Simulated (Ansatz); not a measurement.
La2O3: band structure with LDA

Crystal: La2O3.

```
La O
1.0
     6.26678    0.00000    0.00000
    -3.13339    5.42719    0.00000
     0.00000    0.00000    3.29977
La O
2 3
Direct
  0.66667 0.33333 0.50000
  0.33333 0.66667 0.50000
  0.50801 0.00000 0.00000
  0.00000 0.50801 0.00000
  0.49199 0.49199 0.00000
```

The cell comes from a database or a generator and needn't be the stable form of this composition.

```yaml
Program: Ansatz 0.2.0
Task: band structure
Functional: LDA
Potentials_or_basis: Ansatz PAW
Cutoff: "420 eV (not typed: the program's choice for these potentials)"
k_mesh: 5 × 5 × 8
Occupations: fermi-dirac, width 0.05 eV
Spin: no spin polarisation
Path: "[[\"G\", \"M\", \"K\", \"G\", \"A\", \"L\", \"H\", \"A\"], [\"L\", \"M\"], [\"K\", \"H\"]]"
Points_for_each_segment_of_the_path: 14
```

```yaml
Pressure: -3.3 GPa
Largest_force: 0.073 eV/Å
Band_gap_on_the_k_mesh: 1.39 eV, indirect (least direct gap 1.91 eV)
Band_gap_along_the_path: 1.39 eV, indirect (least direct gap 1.91 eV)
```

Forces in eV/Å, atoms in the order of the input:
```
La   0.000  0.000  0.000
La   0.000  0.000  0.000
O   -0.073  0.000  0.000
O    0.037 -0.063  0.000
O    0.037  0.063  0.000
```

Stress tensor (GPa, compression positive):
```
-1.69  0.00  0.00
 0.00 -1.69  0.00
 0.00  0.00 -6.39
```

Levels at the corners of the path, in eV from the valence-band top:
| point | band 17 | band 18 | band 19 | band 20 | band 21 | band 22 | band 23 | band 24 |
| --- | --- | --- | --- | --- | --- | --- | --- | --- |
| Γ | -1.03 | -1.03 | -0.74 | -0.52 | 1.39 | 3.32 | 3.87 | 3.87 |
| M | -1.70 | -1.20 | -1.17 | -0.98 | 2.57 | 3.38 | 4.14 | 4.19 |
| K | -1.47 | -1.40 | -1.40 | -1.01 | 3.07 | 3.07 | 4.04 | 4.34 |
| Γ | -1.03 | -1.03 | -0.74 | -0.52 | 1.39 | 3.32 | 3.87 | 3.87 |
| A | -1.22 | -1.22 | -0.34 | 0.00 | 4.12 | 4.17 | 4.23 | 4.28 |
| L | -1.62 | -1.43 | -0.70 | -0.65 | 4.14 | 4.24 | 4.27 | 4.30 |
| H | -1.76 | -1.69 | -0.73 | -0.73 | 4.27 | 4.27 | 4.30 | 4.30 |
| A | -1.22 | -1.22 | -0.34 | 0.00 | 4.12 | 4.17 | 4.23 | 4.28 |
| L | -1.62 | -1.43 | -0.70 | -0.65 | 4.14 | 4.24 | 4.27 | 4.30 |
| M | -1.70 | -1.20 | -1.17 | -0.98 | 2.57 | 3.38 | 4.14 | 4.19 |
| K | -1.47 | -1.40 | -1.40 | -1.01 | 3.07 | 3.07 | 4.04 | 4.34 |
| H | -1.76 | -1.69 | -0.73 | -0.73 | 4.27 | 4.27 | 4.30 | 4.30 |

Wall time 43 s on 2 threads of Arm Neoverse N1, on a shared host, peak memory 0.47 GiB.

Caveat: the pressure holds a Pulay correction of +0.4 GPa for the finite cutoff; spin-orbit coupling is left out, which moves the levels of the heavy elements; the PAW data sets come from PBE, with cores solved anew for the run's functional, which leaves a small shift of forces and pressure.
